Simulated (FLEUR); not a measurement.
Runs of FLEUR MaX-R8.1 (later development tree) on Ni. It takes space group P6_3/mmc (No. 194, hexagonal). Conventional cell: a = 2.407 Å, b = 2.407 Å, c = 4.004 Å, α = 90.00°, β = 90.00°, γ = 120.00°. Ni (site symmetry -6m2) is surrounded by 12 Ni at 2.41 to 2.44 Å. This isn't the form of Ni at room conditions, which is fcc.

```csv
cell,lmax,lnonsphr,gap on the mesh (eV),moment (μB)
"P6_3/mmc, 10.04 Å³/atom",Ni 8,Ni 8,none,1.25
"P6_3/mmc, 11.63 Å³/atom",Ni 9,Ni 9,none,1.37
"P6_3/mmc, 11.1 Å³/atom",Ni 9,Ni 9,none,1.35
"P6_3/mmc, 9.51 Å³/atom",Ni 8,Ni 8,none,(b)
"P6_3/mmc, 8.46 Å³/atom",Ni 8,Ni 8,none,1.03
"P6_3/mmc, 10.57 Å³/atom",Ni 9,Ni 9,none,(a)
"P6_3/mmc, 8.98 Å³/atom",Ni 8,Ni 8,none,1.10
```

Alike in all rows: task single point; level PBEsol; potentials or basis all-electron, FLAPW; spin collinear, ferromagnetic start; k mesh 12 × 12 × 7; smearing fermi-dirac 0.05 eV; kmax 4.97 1/bohr.

Problem. Fill in the values left out.

Solution. (a) 1.31; (b) 1.18.

A gap of «none» marks a metal or a gap under the smearing width.

Runs at the PBE level aren't shown here.
